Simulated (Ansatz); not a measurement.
Method: Ansatz 0.2.0, DFT PBE, scalar-relativistic, plane waves, PAW. All cells share a 420 eV cutoff and Γ-centred k meshes spaced at most about 0.3 Å⁻¹ (about 0.25 or finer for metals, 2π included). No spin polarisation in the final relaxations.

All energies are static (0 K, no zero-point motion).

Compare these two cells of Ga2P3, each relaxed at this level.

A.

```
CELL_PARAMETERS angstrom
2.63915 1.52372 8.68333
-2.63915 1.52372 8.68333
0.00000 -3.04743 8.68333
ATOMIC_POSITIONS crystal
Ga 0.84599 0.84599 0.84599
Ga 0.65401 0.65401 0.65401
Ga 0.34599 0.34599 0.34599
Ga 0.15401 0.15401 0.15401
P 0.25000 0.00366 0.49634
P 0.49634 0.25000 0.00366
P 0.00366 0.49634 0.25000
P 0.99634 0.50366 0.75000
P 0.50366 0.75000 0.99634
P 0.75000 0.99634 0.50366
```

B.

```
CELL_PARAMETERS angstrom
4.75382 0.00000 0.00000
0.00000 4.75382 0.00000
0.00000 0.00000 4.75382
ATOMIC_POSITIONS crystal
Ga 0.00000 0.00000 0.00000
Ga 0.50000 0.50000 0.50000
P 0.00000 0.50000 0.50000
P 0.50000 0.00000 0.50000
P 0.50000 0.50000 0.00000
```

Question: Which is lower in energy, and by how much?

Answer: A is lower, by 0.65 eV/atom. A has space group R-3c (No. 167), 21.0 Å³/atom and no gap on its mesh; B has space group Pm-3m (No. 221), 21.5 Å³/atom and no gap. Counting P atoms around Ga (those within 1.25 times the shortest such distance or 1.15 times the sum of covalent radii, 1.27 where that leaves under three; the shortest distance is added where it exceeds 1.18 times the sum of covalent radii; a slash parts the counts of unlike sites), A has Ga 6 from 2.7 Å and B has Ga 6/12 from 3.4 Å. A holds P–P units of three or more atoms (shortest 2.25 Å); in B the shortest P–P distance is 3.36 Å. Even the lower one lies +0.20 eV/atom against the reference forms of the elements (uncorrected), so neither is stable at this level. In A, Ga is surrounded by 6 P at 2.74–2.82 Å and 3 Ga at 3.12 Å; P has 2 P at 2.25 Å and 4 Ga at 2.74–2.82 Å. In B, Ga on its first site is surrounded by 12 P at 3.36 Å (long against covalent radii, as for large ions); Ga on its second site is surrounded by 6 P at 2.38 Å; P is surrounded by 2 Ga at 2.38 Å, 4 Ga at 3.36 Å and 8 P at 3.36 Å. Both come from invented guesses. A third cell relaxed alike, in P-3m1, lies 108 meV/atom below the lower of the two.

In Pm-3m an odd number of electrons in the primitive cell allows no gap without spin; a larger cell or a magnetic state could open one. A magnetic state wasn't ruled out in cells without spin, among them Pm-3m. Cells relaxed within their symmetry can be saddle points.

The preference for A most likely comes from phosphorus catenation. Trivalent gallium supplies too few electrons to complete the octets of isolated phosphide ions at this composition, so B is left with holes in its P 3p states. It also has one gallium site with no phosphorus at bonding distance. A removes the deficit by closing P3 triangles with P–P contacts of 2.25 Å, typical of single bonds. The nearly equal volumes suggest that bonding, rather than packing density, separates the two.

The triangles overcorrect, however. With every phosphorus two-bonded, the ring needs fewer electrons than trivalent gallium can give. The surplus probably stays in Ga-derived states, consistent with the missing gap and the long Ga–P contacts. Ring strain adds a further cost. A network with fewer P–P bonds could balance the count, though whether the P-3m1 cell does so can't be read from its energy. That cell still lies above the elements, and decomposition into GaP and phosphorus should be more favourable still, since GaP is a stable compound.
